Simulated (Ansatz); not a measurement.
# Field gradients at the nuclei of CdF₂

```yaml
crystal:
  lattice:
    - [3.55338, 0.00000, 0.00000]
    - [-1.77669, 3.07731, 0.00000]
    - [0.00000, 0.00000, 4.96595]
  atoms:
    - { symbol: Cd, position: [0.00000, 0.00000, 0.00000] }
    - { symbol: F, position: [0.33333, 0.66667, 0.20034] }
    - { symbol: F, position: [0.66667, 0.33333, 0.79966] }
```

Atoms are numbered in the order listed.

The structure comes from a relaxation in the same program, started in the CdI2 type, and has space group P-3m1. Whether it is a known phase or the ground state wasn't checked.

Levels of theory: DFT, PBE, all-electron PAW with datasets made for the crystal, scalar-relativistic (Ansatz 0.2.0); DFT, PBE, PAW with Ansatz's default frozen-core files, scalar-relativistic (Ansatz 0.2.0).

For the crystal-made all-electron datasets (AE datasets): a Γ-centred 13×13×7 k mesh, Fermi–Dirac smearing of 0.05 eV, cutoff 320 eV (chosen by the program for this cell), no spin polarisation. PAW takes a cutoff of 420 eV at this cell. The Ansatz runs share mesh, smearing and spin set-up.

No spin–orbit coupling: at heavy atoms the gradients can be off by tens of per cent for that reason.

Vzz is the principal value of largest size of the traceless field-gradient tensor, in 10²¹ V/m², and η = (Vxx − Vyy)/Vzz with |Vzz| ≥ |Vyy| ≥ |Vxx|.

| site | site symmetry | Vzz (η), AE datasets | Vzz (η), PAW |
| --- | --- | --- | --- |
| Cd1 | -3m. | 8.95 (η = 0.00) | 8.98 (η = 0.00) |
| F2 | 3m. | -4.38 (η = 0.00) | -4.41 (η = 0.00) |

The Cartesian tensor at Cd1 from AE datasets, in 10²¹ V/m²:

```
-4.48  0.00  0.00
 0.00 -4.48  0.00
 0.00  0.00  8.95
```
